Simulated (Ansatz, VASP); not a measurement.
Two plane-wave programs on NaH

```
Na H
1.0
     0.00000    2.44000    2.44000
     2.44000    0.00000    2.44000
     2.44000    2.44000    0.00000
Na H
1 1
Cartesian
  0.0619 0.0619 0.0000
  2.4400 2.4400 2.4400
```

Change from the starting cell: all Na atoms moved +0.087 Å, as atom 1 along Cartesian [1 1 0].

Alike in both runs: task single point; functional r2SCAN; k mesh 8 × 8 × 8; occupations gaussian, width 0.05 eV; no spin polarisation.

```csv
,VASP,Ansatz
version,VASP 6.6.1,Ansatz 0.2.0
potentials or method,"VASP PAW PBE potentials, release 64 (Na_pv, H)","scalar-relativistic, plane waves, PAW"
plane-wave cutoff (eV),520,500
valence electrons in the cell,8,10
```

```tsv
	VASP	Ansatz	Ansatz less VASP
gap on the k mesh at the Fermi level (eV)	4.31	4.30	-0.010
least direct gap on the mesh (eV)	5.13	5.14	+0.008
pressure (GPa)	-1.3	-1.1	+0.22
largest component of the traceless stress (GPa)	0.15	0.08	-0.069
rms of the force components (eV/Å)	0.042	0.043	+0.0012
```

Atom by atom the forces differ by 0.001 eV/Å (rms over components). The two sets of potentials don't hold the same shells in valence.

Caveats: the PAW data sets were made with another functional, which shifts forces and pressure a little (VASP). A k mesh can miss the band edges.
